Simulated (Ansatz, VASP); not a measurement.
# One calculation of TiO, two programs

INCAR

```
  ALGO = Normal
  EDIFF = 1E-7
  ENCUT = 520
  GGA = PS
  ISIF = 2
  ISMEAR = -1
  KPAR = 2
  LASPH = True
  LCHARG = False
  LREAL = False
  LWAVE = False
  NBANDS = 36
  NELM = 80
  PREC = Accurate
  SIGMA = 0.05
```

File KPOINTS:

```
k-points
0
Gamma
  6 6 9
```

The input POSCAR:

```
TiO
1.0
    5.0547411927      0.0000000000      0.0000000000
   -2.5273705963      4.3775342825      0.0000000000
    0.0000000000      0.0000000000      2.9111245319
Ti O
3 3
Direct
    0.0000000000      0.0000000000      0.0000000000
    0.3333333333      0.6666666667      0.5000000000
    0.6666666667      0.3333333333      0.5000000000
    0.0000000000      0.3944407600      0.0000000000
    0.3944407600      0.0000000000      0.0000000000
    0.6055592400      0.6055592400      0.0000000000
```

Contents of input.yaml:

```yaml
crystal:
  lattice:
    - [5.0547411927, 0.0, 0.0]
    - [-2.5273705963, 4.3775342825, 0.0]
    - [0.0, 0.0, 2.9111245319]
  atoms:
    - { symbol: Ti, position: [0.0, 0.0, 0.0] }
    - { symbol: Ti, position: [0.3333333333, 0.6666666667, 0.5] }
    - { symbol: Ti, position: [0.6666666667, 0.3333333333, 0.5] }
    - { symbol: O, position: [0.0, 0.39444076, 0.0] }
    - { symbol: O, position: [0.39444076, 0.0, 0.0] }
    - { symbol: O, position: [0.60555924, 0.60555924, 0.0] }
hamiltonian:
  xc: pbesol
  pseudopotentials: { kind: paw }
kpoints:
  mp_grid: { grid: [6, 6, 9] }
scf:
  occupations: { method: fermi_dirac, width: 0.05 }
output:
  forces: true
  stress: true
  eigenvalues: true
```

Change from the starting cell: volume scaled by 1.04.

Alike in both runs: task single point; functional PBEsol; k mesh 6 × 6 × 9; occupations fermi-dirac, width 0.05 eV; no spin polarisation.

|  | VASP | Ansatz |
| --- | --- | --- |
| version | VASP 6.6.1 | Ansatz 0.2.0 |
| potentials or method | VASP PAW PBE potentials, release 64 (Ti_sv, O) | Ansatz PAW |
| plane-wave cutoff (eV) | 520 | 420 |
| valence electrons in the cell | 54 | 54 |

Ansatz gave:

```
gap on the k mesh at the Fermi level (eV)       : none
pressure (GPa)                                  : -13.5
largest component of the traceless stress (GPa) : 0.91
rms of the force components (eV/Å)              : 0.058
```

Q: What did VASP give for the same quantities?

A: gap on the k mesh at the Fermi level (eV): none; pressure (GPa): -12.9; largest component of the traceless stress (GPa): 0.95; rms of the force components (eV/Å): 0.055.

Atom by atom the forces differ by 0.004 eV/Å (rms over components). A gap of «none» marks a metal or a gap that the smearing closes.

Caveats: semilocal functionals often make such compounds metallic where correlation or magnetic order opens a gap, which also shifts bond lengths; the PAW data sets were made with another functional, which shifts forces and pressure a little (VASP); the pressure holds a Pulay correction of +0.6 GPa for the finite cutoff (Ansatz); the PAW data sets come from PBE, with cores solved anew for the run's functional, which leaves a small shift of forces and pressure (Ansatz).
